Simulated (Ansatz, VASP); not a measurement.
CdTe in VASP and in Ansatz

POSCAR

```
CdTe
1.0
    0.0000000000      3.0447500000      3.2851250000
    3.0447500000      0.0000000000      3.2851250000
    3.0447500000      3.0447500000      0.0000000000
Cd Te
1 1
Direct
    0.0000000000      0.0000000000      0.0000000000
    0.7500000000      0.7500000000      0.7500000000
```

The input INCAR.step1:

```
PREC     = Accurate       # precision mode
ENCUT    = 520            # plane-wave cutoff, eV
ISMEAR   = 0              # smearing method
SIGMA    = 0.05           # smearing width, eV
LREAL    = False          # projectors in reciprocal space
LASPH    = True           # aspherical terms in the spheres
NELM     = 80             # most SCF steps
NBANDS   = 16             # bands
GGA      = PE             # functional
ALGO     = Normal         # electronic algorithm
EDIFF    = 1E-4           # SCF threshold, eV
LWAVE    = True           # write WAVECAR
LCHARG   = False          # write CHGCAR
```

The input INCAR.step2:

```
PREC     = Accurate       # precision mode
ENCUT    = 520            # plane-wave cutoff, eV
EDIFF    = 1E-6           # SCF threshold, eV
ISMEAR   = 0              # smearing method
SIGMA    = 0.05           # smearing width, eV
LREAL    = False          # projectors in reciprocal space
LASPH    = True           # aspherical terms in the spheres
NELM     = 80             # most SCF steps
ALGO     = Normal         # electronic algorithm
ISIF     = 2              # what is computed and relaxed
LWAVE    = False          # write WAVECAR
LCHARG   = True           # write CHGCAR
METAGGA  = R2SCAN         # meta-GGA
LMIXTAU  = True         
LELF     = True           # ELF
LVHAR    = True         
NBANDS   = 16             # bands
ISTART   = 1
```

File KPOINTS:

```
Automatic mesh
0
Gamma
  8 8 8
```

Input for Ansatz:

```yaml
crystal:
  lattice:
    - [0.0, 3.04475, 3.285125]
    - [3.04475, 0.0, 3.285125]
    - [3.04475, 3.04475, 0.0]
  atoms:
    - { symbol: Cd, position: [0.0, 0.0, 0.0] }
    - { symbol: Te, position: [0.75, 0.75, 0.75] }
basis:
  ecutwfc: 500
kpoints:
  mp_grid: { grid: [8, 8, 8] }
hamiltonian:
  xc: r2scan
scf:
  occupations: { method: gaussian, width: 0.05 }
output:
  forces: true
  stress: true
  eigenvalues: true
```

Change from the starting cell: strain -0.050 along x and y, +0.025 along z, atoms carried along.

Alike in both runs: task single point; functional r2SCAN; k mesh 8 × 8 × 8; occupations gaussian, width 0.05 eV; no spin polarisation.

```csv
,VASP,Ansatz
version,VASP 6.6.1,Ansatz 0.2.0
potentials or method,"VASP PAW PBE potentials, release 64 (Cd, Te)","scalar-relativistic, plane waves, PAW"
plane-wave cutoff (eV),520,500
valence electrons in the cell,18,36
```

|  | VASP | Ansatz | Ansatz less VASP |
| --- | --- | --- | --- |
| gap on the k mesh at the Fermi level (eV) | 1.52 | 1.52 | -0.001 |
| least direct gap on the mesh (eV) | 1.52 | 1.52 | -0.001 |
| pressure (GPa) | 8.3 | 8.1 | -0.20 |
| largest component of the traceless stress (GPa) | 0.69 | 0.68 | -0.004 |

With one functional, cell and mesh, what is left measures potentials, basis and numerics. The two sets of potentials don't hold the same shells in valence.

Caveats: the PAW data sets were made with another functional, which shifts forces and pressure a little (VASP); spin-orbit coupling is left out, which moves the levels of the heavy elements.
